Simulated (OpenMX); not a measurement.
Crystal: CoO.

```xyz
2
Lattice="1.6022 0.9250 2.5665 -1.6022 0.9250 2.5665 0.0000 -1.8501 2.5665" Properties=species:S:1:pos:R:3 pbc="T T T"
Co    0.0000    0.0000    7.6915
O     0.0000    0.0000    5.7824
```

Measurements of this composition are mostly on another form, of space group No. 225.

```yaml
Program: OpenMX 3.8.5
Task: single point
Functional: PBE
Potentials_or_basis: OpenMX 2013 PBE set, Co6.0H-s3p2d2, O6.0-s2p2d1, grid cutoff 500 Ry
k_mesh: 11 × 11 × 11
Occupations: fermi-dirac, width 0.05 eV
Spin: collinear spin, ferromagnetic start
Starting_moments: "[2.0, 0.0] μB"
```

On this cell: pressure 1.0 GPa; largest force 0.283 eV/Å; net moment 2.77 μB per cell; site moments Co +2.39; O +0.38 μB; band gap on the k mesh none (metal or under the smearing width).

The same run follows on a disturbed copy (atoms moved at random, drawn with an rms of 0.05 Å):

```
Co O
1.0
     1.60222    0.92504    2.56647
    -1.60222    0.92504    2.56647
     0.00000   -1.85008    2.56647
Co O
1 1
Direct
  0.01272 0.00224 0.98224
  0.74686 0.76643 0.74039
```

Question: What does the disturbed cell give?

Answer: The energy (extrapolated to zero smearing) moves by +2.9 meV/atom; pressure 1.2 GPa; largest force 0.400 eV/Å; net moment 2.77 μB per cell; site moments Co +2.39; O +0.38 μB; band gap on the k mesh none (metal or under the smearing width).

Forces in eV/Å, atoms in the order of the input:
```
Co  -0.264 -0.100  0.271
O    0.270  0.116 -0.271
```

Caveats: the basis of atomic orbitals isn't converged, which shifts pressures, moduli and gaps; a cell with one magnetic atom can't hold antiferromagnetic order, which such compounds often take; semilocal functionals often make such compounds metallic where correlation or magnetic order opens a gap, which also shifts bond lengths.
